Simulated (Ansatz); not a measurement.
**Sn under changes of volume**

One of the cells (27.353 Å³/atom); the others are scaled copies at fixed shape and fractional positions:

```
Sn
1.0
    -2.02919    2.02919    1.66076
     2.02919   -2.02919    1.66076
     2.02919    2.02919   -1.66076
Sn
1
Direct
  0.00000 0.00000 0.00000
```

This isn't the form of Sn at room conditions, which is tetragonal (white tin).

- Program: Ansatz 0.2.0
- Functional: PBEsol
- Potentials or basis: Ansatz PAW
- Cutoff: 420 eV (not typed: the program's choice for these potentials)
- k mesh: 10 × 10 × 10
- Occupations: fermi-dirac, width 0.05 eV
- Spin: no spin polarisation

```tsv
volume (Å³/atom)	energy over the lowest point (meV/atom)	pressure (GPa)
25.712	?	?
26.259	0.00	0.1
26.806	1.69	-1.0
27.353	6.83	-1.9
27.901	14.99	-2.8
28.448	25.85	-3.5
28.995	39.09	-4.2
```

Problem. What does the run at 25.712 Å³/atom give?

Solution. Energy over the lowest point 2.31 meV/atom; pressure 1.4 GPa.

Worked out: A Birch-Murnaghan fit of order 3 (a polynomial in V^(-2/3)) to the other rows has its minimum at 26.28 Å³/atom with B0 = V·E''(V) = 54 GPa and B' = 4.8 at fixed shape and positions, which overstates the stiffness. It gives 2.16 meV/atom at 25.712 Å³/atom, against the run's 2.31, and -dE/dV = 1.2 GPa, against 1.4.

Energies are extrapolated to zero smearing.

Caveats: the PAW data sets come from PBE, with cores solved anew for the run's functional, which leaves a small shift of forces and pressure.
